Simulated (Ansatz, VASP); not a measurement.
# WSe2: VASP beside Ansatz

```
W Se
1.0
     3.29967    0.00000    0.00000
    -1.64983    2.85760    0.00000
     0.00000    0.00000   13.14853
W Se
2 4
Direct
  0.66667 0.33333 0.75000
  0.33333 0.66667 0.25000
  0.33333 0.66667 0.87666
  0.66667 0.33333 0.37666
  0.33333 0.66667 0.62334
  0.66667 0.33333 0.12334
```

Alike in both runs: task single point; functional PBEsol; k mesh 6 × 6 × 2; no spin polarisation.

|  | VASP | Ansatz |
| --- | --- | --- |
| version | VASP 6.6.1 | Ansatz 0.2.0 |
| potentials or method | VASP PAW PBE potentials, release 64 (W_sv, Se) | plane waves |
| plane-wave cutoff (eV) | 520 | 420 |
| occupations | gaussian, width 0.01 eV | fixed |
| valence electrons in the cell | 52 | 92 |

|  | VASP | Ansatz | Ansatz less VASP |
| --- | --- | --- | --- |
| gap on the k mesh at the Fermi level (eV) | 1.00 | 1.01 | +0.005 |
| pressure (GPa) | -1.1 | -1.5 | -0.40 |
| largest component of the traceless stress (GPa) | 1.29 | 1.20 | -0.090 |
| rms of the force components (eV/Å) | 0.012 | 0.016 | +0.0046 |

Atom by atom the forces differ by 0.028 eV/Å (rms over components). The two sets of potentials don't hold the same shells in valence.

Caveats: the PAW data sets were made with another functional, which shifts forces and pressure a little (VASP); spin-orbit coupling is left out, which moves the levels of the heavy elements; this functional lacks dispersion, which binds the layers, so the pressure and a relaxed spacing across them are unreliable. As with any semilocal functional, this PBEsol gap is likely too small. A k mesh can miss the band edges.
